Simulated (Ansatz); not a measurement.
Computed with Ansatz, DFT PBE, scalar-relativistic, plane waves, PAW. Settings: cutoff 420 eV, Γ-centred meshes spaced at most about 0.3 Å⁻¹, and about 0.25 Å⁻¹ or finer for metals (2π included), Gaussian smearing. No spin polarisation.

Each guess is relaxed in cell and atoms at zero pressure, on a coarse mesh first where it starts far from rest and then on a converged one. The steps can't lower the symmetry of the start, but it can rise. Energies are static (0 K, no zero-point motion).

Two unrelaxed guesses for SrTe₇:

A.

```
Sr Te
1.0
    -4.11572    4.11572    4.11572
     4.11572   -4.11572    4.11572
     4.11572    4.11572   -4.11572
Sr Te
1 7
Direct
  0.00000 0.00000 0.00000
  0.00000 0.50000 0.50000
  0.50000 0.50000 0.00000
  0.50000 0.00000 0.50000
  0.00000 0.00000 0.50000
  0.00000 0.50000 0.00000
  0.50000 0.00000 0.00000
  0.50000 0.50000 0.50000
```

B.

```
Sr Te
1.0
     3.30860    1.91022    5.98045
    -3.30860    1.91022    5.98045
     0.00000   -3.82045    5.98045
Sr Te
1 7
Direct
  0.00000 0.00000 0.00000
  0.98254 0.39716 0.39716
  0.39716 0.98254 0.39716
  0.39716 0.39716 0.98254
  0.01746 0.60284 0.60284
  0.60284 0.01746 0.60284
  0.60284 0.60284 0.01746
  0.50000 0.50000 0.50000
```

Question: Do they relax into the same structure? If not, which is lower?

Answer: No. B ends lower, by 55 meV/atom. A: Im-3m at 34.9 Å³/atom → Im-3m at 29.9 Å³/atom; B: R-3m at 28.3 Å³/atom → R-3m at 39.3 Å³/atom. Counting Te atoms around Sr (those within 1.25 times the shortest such distance or 1.15 times the sum of covalent radii; a plus sign parts nearer from farther groups), the end of A has Sr 8+6 and the end of B has Sr 12. End of A. Conventional cell: a = 7.819 Å. Around Sr lie 8 Te at 3.39 Å and 6 Te at 3.91 Å; around Te on a site of symmetry 4/mmm lie 8 Te at 3.39 Å, 2 Sr at 3.91 Å and 4 Te at 3.91 Å; around Te on a site of symmetry -3m lie 2 Sr at 3.39 Å, 6 Te at 3.39 Å and 6 Te at 3.91 Å. End of B. Conventional cell: a = 6.500 Å, c = 25.762 Å. Sr has 12 Te at 3.69 Å; Te on a site of symmetry m has 5 Te at 3.17–3.27 Å, 1 Te at 3.50 Å and 2 Sr at 3.69 Å; Te on a site of symmetry -3m is surrounded by 6 Te at 3.17 Å.

Ends held by symmetry can be saddle points. Spin–orbit coupling, which can matter for Te, is left out.
